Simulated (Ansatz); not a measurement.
Here is an unrelaxed guess for Ge.

```cif
data_structure
_symmetry_space_group_name_H-M 'Pmmm'
_symmetry_Int_Tables_number 47
_cell_length_a 2.3571
_cell_length_b 2.8015
_cell_length_c 3.3220
_cell_angle_alpha 90.000
_cell_angle_beta 90.000
_cell_angle_gamma 90.000
_cell_volume 21.94
loop_
_atom_site_label
_atom_site_type_symbol
_atom_site_symmetry_multiplicity
_atom_site_Wyckoff_symbol
_atom_site_fract_x
_atom_site_fract_y
_atom_site_fract_z
_atom_site_occupancy
Ge1 Ge 1 h 0.50000 0.50000 0.50000 1
```

Level of theory: DFT PBE, scalar-relativistic, plane waves, PAW (Ansatz 0.2.0). Plane waves to 420 eV, a k mesh through Γ of 8×6×6 on the computed 1-atom cell and Gaussian smearing (0.10 eV); no spin polarisation.

Energies count from the standard state of Ge at the same level.

Question: What does a single point on this coarse mesh give?

Answer: The pressure is 4.9 GPa (the mean over three directions, positive in compression), the largest force is 0.00 eV/Å (symmetry fixes the atoms), and the energy is +0.62 eV/atom against the standard state. The shortest distance is 2.36 Å.

Question: How much does it gain on relaxing, and where does it end?

Answer: Relaxing gains about 0.38 eV/atom (the start's value is from the coarse mesh, so the gain is rough) in 15 ionic steps and ends at +0.24 eV/atom on the finer mesh. The symmetry goes from Pmmm (No. 47) to Pm-3m (No. 221). The end has the simple cubic type. The volume per atom shrinks by 9.2 %, from 21.9 to 19.9 Å³. The shortest distance goes from 2.36 Å (Ge–Ge) to 2.71 Å (Ge–Ge). Conventional cell: a = 2.711 Å. Ge has 6 Ge at 2.71 Å.

The last run used a 20×20×20 mesh for its 1-atom cell and Gaussian smearing of 0.10 eV. The relaxation can't lower the symmetry of the start. A structure relaxed within its symmetry needn't be a true minimum.
